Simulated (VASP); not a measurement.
A run of VASP 6.6.1:

The input INCAR:

```
ALGO = Normal
EDIFF = 1E-6
EDIFFG = -0.01
ENCUT = 600
GGA = PE
IBRION = 2
ISIF = 3
ISMEAR = 1
IVDW = 12
LASPH = T
LCHARG = F
LREAL = F
LWAVE = F
NELM = 80
NSW = 90
PREC = Accurate
SIGMA = 0.1
```

The input KPOINTS:

```
k-points
0
Gamma
  15 15 8
```

The input POSCAR:

```
Sc
1.0
    3.3090000000      0.0000000000      0.0000000000
   -1.6545000000      2.8656780611      0.0000000000
    0.0000000000      0.0000000000      5.2733000000
Sc
2
Direct
    0.3333333333      0.6666666667      0.2500000000
    0.6666666667      0.3333333333      0.7500000000
```

Potentials or basis: VASP PAW PBE potentials, release 64 (Sc_sv).

The run is started by

```console
$ cat potpaw_PBE.64/Sc_sv/POTCAR > POTCAR
$ mpirun -np 1 vasp_std > vasp.out
```

Hardware: 1 thread of AMD EPYC 9R45 96-Core Processor (Zen 5), with other jobs on the host.

Problem. How long does it take, and how much memory?

Solution. It took 4 min on 1 thread of AMD EPYC 9R45 96-Core Processor (Zen 5), with other jobs on the host, peak memory 0.24 GiB. Counts: scf iterations 42, k points 135, ion steps 6.
